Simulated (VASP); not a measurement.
Write the native input for VASP 6.6.1 that does the following.

| Item | Value |
| --- | --- |
| Task | relaxation of cell and atoms |
| Functional | PBE |
| Potentials or basis | VASP PAW PBE potentials, release 64 (Mg, O) |
| Cutoff | 520 eV |
| k mesh | 4 × 4 × 4 |
| Occupations | gaussian, width 0.02 eV |
| Spin | no spin polarisation |
| Target pressure | 23.2 GPa |
| Further INCAR settings | ALGO = Normal; EDIFF = 1e-07; IBRION = 2; EDIFFG = -0.002; NSW = 80; ISIF = 3 |
| Target pressure | 23.2 GPa |

The structure of MgO lies in POSCAR:

```
MgO
1.0
    0.0000000000      2.1085000000      2.1085000000
    2.1085000000      0.0000000000      2.1085000000
    2.1085000000      2.1085000000      0.0000000000
Mg O
1 1
Direct
    0.0000000000      0.0000000000      0.0000000000
    0.5000000000      0.5000000000      0.5000000000
```

The input as run:

INCAR

```
PREC = Accurate
ENCUT = 520
EDIFF = 1E-7
ISMEAR = 0
SIGMA = 0.02
LREAL = False
LASPH = True
NELM = 80
ALGO = Normal
ISIF = 3
LWAVE = False
LCHARG = False
GGA = PE
IBRION = 2
NSW = 80
EDIFFG = -0.002
PSTRESS = 232.0
```

KPOINTS

```
regular mesh
0
Gamma
  4 4 4
```

Potentials or basis: VASP PAW PBE potentials, release 64 (Mg, O).

Launch:

```sh
$ cat potpaw_PBE.64/Mg/POTCAR potpaw_PBE.64/O/POTCAR > POTCAR
$ mpirun -np 1 vasp_std > vasp.out
```

It gave:

```
Relaxed volume                                         : 8.50 Å³/atom
Relaxed cell                                           : a = 2.886 Å, b = 2.886 Å, c = 2.886 Å, α = 60.00°, β = 60.00°, γ = 60.00°
Space group after relaxing (to 0.05 Å)                 : Fm-3m (No. 225)
Energy change on relaxing (the enthalpy is what falls) : +68.5 meV/atom
Ionic steps                                            : 6
Pressure after relaxing                                : 23.2 GPa
Band gap on the k mesh                                 : 5.70 eV, direct
```

Caveat: the k mesh is coarse (spacing up to 0.65 Å⁻¹), so the values aren't converged; the cell is relaxed towards a set pressure, so the enthalpy falls and the energy may rise.

It took 6.3 s on 1 thread of Intel(R) Xeon(R) 6975P-C (Granite Rapids), with other jobs on the host, peak memory 0.14 GiB.
